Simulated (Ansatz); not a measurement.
## Carrier properties of GeTe under load (space group R3m)

Consider the following.

```
GeTe
1.0
    2.07423     1.19756     3.55587
   -2.07423     1.19756     3.55587
    0.00000    -2.39512     3.55587
Ge Te
1 1
Cartesian
  0.00000   0.00000  10.61692
  0.00000   0.00000   5.60861
```

Level of theory: r2SCAN with spin-orbit coupling, rigid bands (plane waves, PAW; Ansatz, a first-principles code). Condition of this run: hydrostatic pressure 2 GPa (the target of the relaxation). How the cell was made: cell and atoms relaxed with r2SCAN, then loaded as said.

- band gap: 0.36 eV
- electron conductivity mass (300 K, dilute): 0.26 (x), 0.26 (y), 0.078 (z) mₑ
- hole conductivity mass (300 K, dilute): 0.166 (x), 0.166 (y), 0.22 (z) mₑ
- effective density of states N_c (300 K): 7.3e18 cm⁻³
- effective density of states N_v (300 K): 1.6e19 cm⁻³
- density-of-states mass, electrons: 0.44 mₑ
- density-of-states mass, holes: 0.75 mₑ
- Seebeck coefficient, n-type 1e19 cm⁻³, 300 K: -222 μV/K
- Seebeck coefficient, p-type 1e19 cm⁻³, 300 K: 256 μV/K
- best p-type power factor at 300 K for τ = 10 fs (best axis; densities from 1e16 to 1e21 cm⁻³ tried, whether or not they can be reached): 26 μW/(cm·K²) at 3e20 cm⁻³

Rigid bands; masses and Seebeck coefficients take one relaxation time τ for all states and one kind of carrier; polarons and phonon drag are left out.
